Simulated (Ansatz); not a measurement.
**Sb2Te3: H interstitial (started 2.79 Å from the nearest host atom), symmetric start**

Base system: a 15-atom supercell of Sb$_{2}$Te$_{3}$ in the Bi2Te3 type structure (space group R-3m, No. 166; a = 4.2761 Å, c = 29.8248 Å (hexagonal axes)) at its relaxed geometry.

Perturbation: a neutral H interstitial (started 2.79 Å from the nearest host atom), symmetric start, atoms relaxed at fixed cell.

The values are results of Ansatz (an electronic-structure program), PBE-D3(BJ), PAW, cutoff 420 eV, without spin-orbit coupling, not measurements. Settings: 3×4×4 k-points, 0.05 eV Fermi–Dirac smearing.

Pressure: -0.3 GPa (base 0.0 GPa)
Largest displacement of a host atom from its site in the perfect cell: 0.08 Å

Final structure:

```yaml
crystal:
  lattice:
    - [2.13805, 1.23440, 9.94161]
    - [-6.41415, 3.70321, 0.00000]
    - [0.00000, -7.40642, 0.00000]
  atoms:
    - { symbol: Sb, position: [0.20068, 0.73254, 0.06624] }
    - { symbol: Sb, position: [0.18882, 0.06387, 0.73054] }
    - { symbol: Sb, position: [0.20068, 0.39957, 0.39921] }
    - { symbol: Sb, position: [0.79932, 0.93376, 0.26746] }
    - { symbol: Sb, position: [0.81118, 0.26946, 0.93613] }
    - { symbol: Sb, position: [0.79932, 0.60079, 0.60043] }
    - { symbol: Te, position: [0.00000, 0.33521, 0.66479] }
    - { symbol: Te, position: [0.00000, 0.66667, 0.33333] }
    - { symbol: Te, position: [0.00000, 0.99812, 0.00188] }
    - { symbol: Te, position: [0.63062, 0.53615, 0.87798] }
    - { symbol: Te, position: [0.62980, 0.88367, 0.55034] }
    - { symbol: Te, position: [0.63062, 0.21131, 0.20282] }
    - { symbol: Te, position: [0.36938, 0.12202, 0.46385] }
    - { symbol: Te, position: [0.37020, 0.44966, 0.11633] }
    - { symbol: Te, position: [0.36938, 0.79718, 0.78869] }
    - { symbol: H, position: [0.50000, 0.16667, 0.83333] }
```

In so small a cell the defect repeats every few ångströms: this is an ordered compound, not a dilute defect. A case with no gap was solved on a k-mesh chosen for an insulator, which is coarse for it. The defect started on the symmetric site and kept its symmetry, so it may sit on a saddle. All final runs are without spin polarisation. The defect cell is not spin-polarised.
